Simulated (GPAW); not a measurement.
Si2Ni, 3 atoms in the cell. The structure is cubic, space group Fm-3m (No. 225). Conventional cell: a = 5.406 Å, b = 5.406 Å, c = 5.406 Å, α = 90.00°, β = 90.00°, γ = 90.00°. Around Ni (site symmetry m-3m) lie 8 Si at 2.34 Å. Around Si (site symmetry -43m) lie 4 Ni at 2.34 Å. 

```yaml
Program: GPAW 26.7.0
Task: band structure
Functional: RPBE
Potentials_or_basis: the program's PAW data sets (release 1.2.1) made for this functional
Cutoff: 600 eV
Basis: pw
k_mesh: 9 × 9 × 9
Occupations: fermi-dirac, width 0.05 eV
Spin: collinear spin, ferromagnetic start
Starting_moments: "[1.0, 0.0, 0.0] μB"
Maxiter: 150
Band_path: GXWKGLUWLK,UX
Band_points: 80
```

Potentials or basis: the program's PAW data sets (release 1.2.1) made for this functional, pw.

Run with:

```bash
$ OMP_NUM_THREADS=1 python run.py
```

Hardware: 1 thread of Arm Neoverse V1, on a shared host.

How long does it take, and how much memory?

Wall time 2.5 min on 1 thread of Arm Neoverse V1, with other jobs on the host, peak memory 0.37 GiB. Counts: scf iterations 17, plane waves 1363, bands 24, k points 35.
